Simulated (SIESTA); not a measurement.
Runs of SIESTA 5.4.2 on WSe4. The cell holds a slab with vacuum, 5 atoms: a = 3.318 Å, b = 3.318 Å, c = 44.992 Å, α = 90.00°, β = 90.00°, γ = 120.00°. 

| task | level | potentials or basis | broadening (eV) | window from (eV) | window to (eV) | energy points | k mesh for the DOS | energy shift | gap on the mesh (eV) | largest force (eV/Å) | work function (eV) |
| --- | --- | --- | --- | --- | --- | --- | --- | --- | --- | --- | --- |
| electrostatic potential | PBEGcGxHEG | PseudoDojo 0.4 standard (PBE files), DZP (energy shift 0.01 Ry) | - | - | - | - | - | 0.01 Ry | none | 0.57 | (a) |
| single point | RGE2 | PseudoDojo 0.4 standard (PBE files), TZ (energy shift 0.005 Ry; two zetas on semicore shells) | - | - | - | - | - | 0.005 Ry | none | 0.67 | - |
| single point | PBE | PseudoDojo 0.4 standard (PBE files), DZP (energy shift 0.003 Ry; two zetas on semicore shells) | - | - | - | - | - | 0.003 Ry | none | (b) | 5.96 |
| density of states | PW86PBE | Ansatz NC with PseudoDojo 0.4 standard (PBE files), DZP (energy shift 0.005 Ry; two zetas on semicore shells) | 0.1 eV | -15 eV | 15 eV | 201 | 14 × 14 × 1 | 0.005 Ry | none | 1.51 | - |

Alike in all rows: no spin polarisation; cell as given; k mesh 9 × 9 × 1; smearing fermi-dirac 0.05 eV; grid cutoff 800 Ry.

Estimate the missing entries.

(a) 5.44; (b) 1.19.

Caveats: the basis of atomic orbitals isn't converged, which shifts pressures, moduli and gaps; the potentials were made for another functional, which shifts forces and pressure (some runs); the basis has no polarisation orbitals (some runs).

A k mesh can miss the band edges, and the runs leave out spin-orbit coupling on Se, W.

A gap of «none» marks a metal or a gap under the smearing width.
